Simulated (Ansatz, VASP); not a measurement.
Sb: VASP beside Ansatz

The input INCAR:

```
PREC = Accurate
ENCUT = 600
EDIFF = 1E-6
ISMEAR = -1
SIGMA = 0.05
LREAL = False
LASPH = True
NELM = 60
ALGO = Normal
ISIF = 3
LWAVE = False
LCHARG = False
GGA = PE
IVDW = 13
IBRION = 2
NSW = 60
EDIFFG = -0.01
```

Contents of KPOINTS:

```
regular mesh
0
Gamma
  10 10 10
```

Contents of POSCAR:

```
Sb
1.0
    0.0000000000      2.3712425216      2.3712425216
    2.3712425216      0.0000000000      2.3712425216
    2.3712425216      2.3712425216      0.0000000000
Sb
1
Direct
    0.0000000000      0.0000000000      0.0000000000
```

input.yaml

```yaml
crystal:
  lattice:
    - [0.0, 2.3712425216, 2.3712425216]
    - [2.3712425216, 0.0, 2.3712425216]
    - [2.3712425216, 2.3712425216, 0.0]
  atoms:
    - { symbol: Sb, position: [0.0, 0.0, 0.0] }
hamiltonian:
  xc: pbe
  pseudopotentials: { kind: paw }
  dispersion: d4
kpoints:
  mp_grid: { grid: [10, 10, 10] }
scf:
  occupations: { method: fermi_dirac, width: 0.05 }
output:
  forces: true
  stress: true
  eigenvalues: true
relax:
  f_tol: 0.01
  max_steps: 40
  cell: { stress_tol: 0.05 }
```

This isn't the form of Sb at room conditions, which is rhombohedral.

Alike in both runs: task relaxation of cell and atoms; functional PBE; dispersion D4; k mesh 10 × 10 × 10; occupations fermi-dirac, width 0.05 eV; no spin polarisation.

|  | VASP | Ansatz |
| --- | --- | --- |
| version | VASP 6.6.1 | Ansatz 0.2.0 |
| potentials or method | VASP PAW PBE potentials, release 64 (Sb) | Ansatz PAW |
| plane-wave cutoff (eV) | 600 | 420 |
| valence electrons in the cell | 5 | 15 |

```csv
,VASP,Ansatz,Ansatz less VASP
"gap on the k mesh at the Fermi level, each at its own relaxed structure (eV)",none,none,-
relaxed volume (Å³/atom),26.04,26.11,+0.070
relaxed cell length with the largest relative difference (Å),3.327,3.330,+0.0030
energy change over the relaxation (meV/atom),-3,-2,+0.6
```

A gap of «none» marks a metal or a gap that the smearing closes. The two sets of potentials don't hold the same shells in valence.

Caveats: pairwise dispersion overbinds metals, which lowers pressure and volume; the plane-wave basis is chosen anew once the cell has moved, so the energies of steps on either side of that aren't comparable (Ansatz). Spin-orbit coupling is left out, which matters for the levels of Sb.
